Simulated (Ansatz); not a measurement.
Cu Kα1 powder pattern (kinematic, no thermal factors).
```tsv
2θ (°)	relative intensity
30.04	100
34.83	85
50.07	53
59.50	31
62.44	17
73.52	8
81.41	13
84.00	22
```

The pattern is computed from a structure relaxed with Ansatz 0.2.0, DFT PBE, scalar-relativistic, plane waves, PAW. No spin polarisation. Its elements are Cl, Li.

Give the structure.

LiCl.
Space group Fm-3m (No. 225). a = 5.148 Å, b = 5.148 Å, c = 5.148 Å, α = 90.00°, β = 90.00°, γ = 90.00°
```
atom  site  symmetry       x       y       z
  Li    4a      m-3m  0.0000  0.0000  0.0000
  Cl    4b      m-3m  0.5000  0.0000  0.0000
```

A pattern alone doesn't exclude other cells with like lines; this is the one computed.

The cell was reached from a generator's guess, though it ends in a space group that the Crystallography Open Database lists for this formula.
